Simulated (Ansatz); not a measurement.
A run of Ansatz 0.2.0:

Contents of input.yaml:

```yaml
crystal:
  lattice:
    - [2.7626058939, 0.0, 0.0]
    - [0.033043176, 2.7624082742, 0.0]
    - [0.0, 0.0, 25.4890779693]
  atoms:
    - { symbol: Fe, position: [0.5, 0.5, 0.294243676], spin: 3.0 }
    - { symbol: Fe, position: [0.0, 0.0, 0.3530311972], spin: 3.0 }
    - { symbol: Fe, position: [0.5, 0.5, 0.4118187183], spin: 3.0 }
    - { symbol: Fe, position: [0.0, 0.0, 0.4706062394], spin: 3.0 }
    - { symbol: Fe, position: [0.5, 0.5, 0.5293937606], spin: 3.0 }
    - { symbol: Fe, position: [0.0, 0.0, 0.5881812817], spin: 3.0 }
    - { symbol: Fe, position: [0.5, 0.5, 0.6469688028], spin: 3.0 }
    - { symbol: Fe, position: [0.0, 0.0, 0.705756324], spin: 3.0 }
hamiltonian:
  xc: pbe
  pseudopotentials: { kind: paw }
magnetization:
  spin_polarized: true
kpoints:
  mp_grid: { grid: [10, 10, 1] }
scf:
  occupations: { method: fermi_dirac, width: 0.05 }
output:
  forces: true
  eigenvalues: true
  write_density: true
  write_potential: true
  elf: true
  volumetric_format: npy
efield:
  axis: 3
  dipole_correction: true
  ramp_width: 0.04
```

Potentials or basis: Ansatz PAW.

Command:

```console
$ ansatz run input.yaml --threads 4 --pin off --max-ram 11264MiB --backend cpu --events-out ev --progress --plain --runs-dir out
```

Hardware: 4 threads of Arm Neoverse V2, on a shared host.

How long does it take, and how much memory?

Run time: 56 s on 4 threads of Arm Neoverse V2, with other jobs on the host, peak memory 1.2 GiB. Counts: scf iterations 14, plane waves 3877, k points 31, bands 92.
